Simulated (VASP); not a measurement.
The system is BaF2.

```
Ba F
1.0
     0.00000    3.08000    3.08000
     3.08000    0.00000    3.08000
     3.08000    3.08000    0.00000
Ba F
1 2
Cartesian
  0.0000 0.0000 0.0000
  1.5400 1.5400 1.5400
  4.6200 4.6200 4.6200
```

The cell was built by a generator and needn't be a form met in nature.

| Item | Value |
| --- | --- |
| Program | VASP 6.6.1 |
| Task | relaxation of cell and atoms |
| Functional | PBE |
| Dispersion | D3(BJ) |
| Potentials or basis | VASP PAW PBE potentials, release 64 (Ba_sv, F) |
| Cutoff | 600 eV |
| k mesh | 8 × 8 × 8 |
| Occupations | gaussian, width 0.02 eV |
| Spin | no spin polarisation |

At the start: pressure 2.5 GPa; volume 19.48 Å³/atom.

Task: Where does the relaxation end?

Result: Over 3 steps the energy falls by 5.9 meV/atom and the volume is 20.27 Å³/atom (+4.1 %); space group Fm-3m (No. 225, to 0.05 Å).

The path:
```
step  energy change (eV)  largest force (eV/Å)  pressure (GPa)  volume (Å³)
   1              0.0000                0.0000            2.46        58.44
   2             -0.0175                0.0000           -0.16        61.00
   3             -0.0176                0.0000            0.00        60.82
```

Final structure:
```xyz
3
Lattice="0.0000 3.1213 3.1213 3.1213 0.0000 3.1213 3.1213 3.1213 0.0000" Properties=species:S:1:pos:R:3 pbc="T T T"
Ba    0.0000    0.0000    0.0000
F     1.5606    1.5606    1.5606
F     4.6819    4.6819    4.6819
```
